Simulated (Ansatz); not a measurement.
This is a single-point calculation with the PAW code Ansatz on Sn in the diamond structure; the level of theory is PBE. The cell was relaxed with r2SCAN and then strained (isotropic +0.38 % on every length), with the atoms relaxed again with r2SCAN; k points keep the names of the unstrained zone.

Input file:
```yaml
crystal:
  lattice:
    - [0.0, 3.2969407276, 3.2969407276]
    - [3.2969407276, 0.0, 3.2969407276]
    - [3.2969407276, 3.2969407276, 0.0]
  atoms:
    - { symbol: Sn, position: [0.0, 0.0, 0.0] }
    - { symbol: Sn, position: [0.25, 0.25, 0.25] }
kpoints:
  mp_grid: { grid: [6, 6, 6] }
  band_path:
    path:
      - [0.0, 0.0, 0.0]
      - [0.5, 0.0, 0.5]
      - [0.625, 0.25, 0.625]
      - [0.375, 0.375, 0.75]
      - [0.5, 0.5, 0.5]
      - [0.5, 0.25, 0.75]
    npoints: 1
hamiltonian:
  xc: pbe
scf:
  occupations: { method: fermi_dirac, width: 0.02 }
  n_extra_bands: 4
output:
  forces: true
  stress: true
  eigenvalues: true
  write_density: true
  write_potential: true
  elf: true
  volumetric_format: npy
```

Run as `ansatz run input.yaml --threads 4 --pin off --max-ram 3686MiB --backend cpu --events-out ev --progress --plain --runs-dir out`.

Output, abridged:
```
Pseudopotential: Sn, paw, valence charge 14, recommended cutoff 420 eV (normal)
Functional definition: PBE
Crystal: 2 atoms, lattice volume = 71.674 Å³
Basis set: ecut = 420 eV, 1411 PW (Γ)
Bands: 18, of which v1, the nominal top of the filled ones, is band 14 counted from 1 (13 counted from 0)
Symmetry: 48 space group operations
Space group: Fd-3m (ITA 227)
k-points: 16 of 216
preconditioner: auto → none  [σ=0.020 eV  ℏωp=23.2 eV]
NSCF: frozen V_eff on 6 k-points
Free energy (F): -12048.385572 eV
Internal energy: -12048.385054 eV  (E = F + TS)
E sigma→0 (E₀):  -12048.385313 eV
Entropy (-TS):   -0.000518 eV (-0.259 meV/atom)
Fermi energy:    7.147745 eV
--- Stress (GPa, compression-positive) ---
        1.109514       0.000000       0.000000
        0.000000       1.109514       0.000000
        0.000000       0.000000       1.109514
  P = ⅓ Tr σ = 1.1095 GPa (11.095 kbar)
```

Levels at the listed points, from bands.tsv (eV from the Fermi energy, bands near the gap, counted from 0):
```tsv
# k_distance	band_9	band_10	band_11	band_12	band_13	band_14	band_15	band_16	band_17
# fermi_ev = 7.147745
# [0, 0, 0] at k_distance = 0.000000
# [0.5, 0, 0.5] at k_distance = 0.952881
# [0.625, 0.25, 0.625] at k_distance = 1.289776
# [0.375, 0.375, 0.75] at k_distance = 1.873294
# [0.5, 0.5, 0.5] at k_distance = 2.456812
# [0.5, 0.25, 0.75] at k_distance = 3.130601
# levels_relative_to = fermi_ev
0.000	-21.170	-10.198	-0.866	0.181	0.181	0.181	2.246	2.246	2.246
0.953	-21.107	-7.258	-7.258	-2.216	-2.216	0.969	0.969	7.518	7.518
1.290	-21.089	-7.653	-6.793	-3.064	-1.877	1.222	3.387	5.657	5.926
1.873	-21.089	-7.653	-6.793	-3.064	-1.877	1.222	3.387	5.657	5.926
2.457	-21.125	-8.669	-6.028	-0.953	-0.953	0.000	3.304	3.304	5.775
3.131	-21.093	-7.208	-7.208	-2.751	-2.751	3.379	3.379	4.116	4.116
```
In order the rows are Γ, X, U, K, L, W.

Planar averages along the third cell vector, from rho_z.tsv and v_z.tsv (valence density with its augmentation; electrostatic potential energy of an electron, of which only differences have a meaning):
```tsv
z (Å)	ρ (e/Å³)	v_es (eV)
0.00	0.781	5.48
0.15	0.774	4.59
0.44	0.660	2.84
0.58	0.635	2.55
0.73	0.660	2.84
1.02	0.774	4.59
1.17	0.781	5.48
1.31	0.721	5.99
1.60	0.466	5.99
1.75	0.336	5.93
1.89	0.235	6.11
2.19	0.122	7.37
2.33	0.096	8.23
2.62	0.071	9.41
2.77	0.066	9.67
2.91	0.065	9.75
3.21	0.071	9.41
3.35	0.080	8.95
3.50	0.096	8.23
3.79	0.166	6.61
3.93	0.235	6.11
4.08	0.336	5.93
4.37	0.606	6.09
4.52	0.721	5.99
```

With PBE the bands overlap by 0.18 eV (counted from 1, band 14 peaks at Γ and band 15 bottoms out at L): no gap. The gap is the least over the mesh and the extra points. At this geometry PBE finds +1.11 GPa, compression counted positive: its own equilibrium volume is larger.

(Simulation; spin polarisation is off.)

No spin-orbit coupling is included; it can move band edges with weight on the heavy atoms by tenths of an eV.

Where bands overlap, v1 and c1 are numbered by the electron count and aren't everywhere filled or empty.

Overlapping bands make a metal at that level, for which these meshes are coarse; small forces, stresses and energy differences are uncertain. A small overlap in a semilocal functional can be an artefact that a hybrid or GW lifts.
